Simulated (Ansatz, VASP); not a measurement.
**CoSi2: VASP beside Ansatz**

File INCAR:

```
SYSTEM = CoSi2
PREC = Accurate ; ENCUT = 520
EDIFF = 1E-6 ; ISMEAR = 0
SIGMA = 0.05 ; LREAL = .FALSE.
LASPH = .TRUE. ; NELM = 100
ALGO = Normal ; ISIF = 2
LWAVE = .FALSE. ; LCHARG = .FALSE.
GGA = PE ; NBANDS = 16
```

Contents of KPOINTS:

```
regular mesh
0
G
  12 12 12
  0 0 0
```

POSCAR

```
CoSi2
1.0
    0.0000000000      2.6798182503      2.6798182503
    2.6798182503      0.0000000000      2.6798182503
    2.6798182503      2.6798182503      0.0000000000
Co Si
1 2
Direct
    0.0000000000      0.0000000000      0.0000000000
    0.2500000000      0.2500000000      0.2500000000
    0.7500000000      0.7500000000      0.7500000000
```

Input for Ansatz:

```yaml
crystal:
  lattice:
    - [0.0, 2.6798182503, 2.6798182503]
    - [2.6798182503, 0.0, 2.6798182503]
    - [2.6798182503, 2.6798182503, 0.0]
  atoms:
    - { symbol: Co, position: [0.0, 0.0, 0.0] }
    - { symbol: Si, position: [0.25, 0.25, 0.25] }
    - { symbol: Si, position: [0.75, 0.75, 0.75] }
basis:
  ecutwfc: 420
  ecutrho_ratio: 4
kpoints:
  mp_grid: { grid: [12, 12, 12] }
hamiltonian:
  xc: pbe
scf:
  occupations: { method: gaussian, width: 0.05 }
output:
  forces: true
  stress: true
  eigenvalues: true
```

Alike in both runs: task single point; functional PBE; k mesh 12 × 12 × 12; occupations gaussian, width 0.05 eV; no spin polarisation.

```csv
,VASP,Ansatz
version,VASP 6.6.1,Ansatz 0.2.0
potentials or method,"VASP PAW PBE potentials, release 64 (Co, Si)","scalar-relativistic, plane waves, PAW"
plane-wave cutoff (eV),520,420
valence electrons in the cell,17,25
```

```tsv
	VASP	Ansatz	Ansatz less VASP
gap on the k mesh at the Fermi level (eV)	none	none	-
pressure (GPa)	-0.2	0.0	+0.23
```

A gap of «none» marks a metal or a gap that the smearing closes. With one functional, cell and mesh, what is left measures potentials, basis and numerics. The two sets of potentials don't hold the same shells in valence.

Spin polarisation is off, so any magnetic state and its effect on volume and gap are missing.
